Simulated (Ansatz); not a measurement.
**MoS2: relaxation of cell and atoms with PBE+D4**

MoS2:

```
Mo S
1.0
     3.22746    0.00000    0.00000
    -1.61373    2.79507    0.00000
     0.00000    0.00000    6.31247
Mo S
1 2
Direct
  0.00000 0.00000 0.50000
  0.66667 0.33333 0.74468
  0.33333 0.66667 0.25532
```

Measurements of this composition are mostly on another form, of space group No. 194.

```
Program             : Ansatz 0.2.0
Task                : relaxation of cell and atoms
Functional          : PBE
Dispersion          : D4
Potentials or basis : Ansatz PAW
Cutoff              : 420 eV (not typed: the program's choice for these potentials)
k mesh              : 9 × 9 × 4
Occupations         : fermi-dirac, width 0.05 eV
Spin                : no spin polarisation
```

```json
{
 "Relaxed volume": "17.06 Å³/atom",
 "Relaxed cell": "a = 3.178 Å, b = 3.178 Å, c = 5.850 Å, α = 90.00°, β = 90.00°, γ = 120.00°",
 "Space group after relaxing (to 0.05 Å)": "P-3m1 (No. 164)",
 "Energy gained by relaxing": "23.4 meV/atom",
 "Ionic steps": "8",
 "Pressure after relaxing": "0.0 GPa",
 "Band gap on the k mesh": "none (metal or under the smearing width)"
}
```

The path:
```tsv
step	energy change (eV)	largest force (eV/Å)	volume (Å³)
1	0.0000	0.2671	56.94
2	-0.0339	0.2541	50.02
3	-0.0635	0.0495	52.58
4	-0.0680	0.0675	51.99
5	-0.0707	0.0220	50.99
6	-0.0708	0.0015	51.21
7	-0.0708	0.0000	51.17
8	-0.0702	0.0002	51.17
```

Final structure:
```cif
data_structure
_symmetry_space_group_name_H-M 'P 1'
_symmetry_Int_Tables_number 1
_cell_length_a 3.1779
_cell_length_b 3.1779
_cell_length_c 5.8504
_cell_angle_alpha 90.000
_cell_angle_beta 90.000
_cell_angle_gamma 120.000
_cell_volume 51.17
loop_
_atom_site_label
_atom_site_type_symbol
_atom_site_fract_x
_atom_site_fract_y
_atom_site_fract_z
_atom_site_occupancy
Mo1 Mo 0.00000 0.00000 0.50000 1
S1 S 0.66667 0.33333 0.76883 1
S2 S 0.33333 0.66667 0.23117 1
```

Levels at points of the mesh, in eV from the Fermi level:
| k point | band 11 | band 12 | band 13 | band 14 | band 15 | band 16 |
| --- | --- | --- | --- | --- | --- | --- |
| (0.00, 0.00, 0.00) | -1.27 | -0.91 | -0.91 | -0.16 | -0.16 | 2.98 |
| (0.00, 0.00, -0.50) | -0.93 | -0.93 | -0.38 | -0.38 | 0.10 | 3.42 |

Wall time 12 s on 2 threads of Arm Neoverse V1, on a shared host, peak memory 0.36 GiB.

Caveat: the plane-wave basis is chosen anew once the cell has moved, so the energies of steps on either side of that aren't comparable.
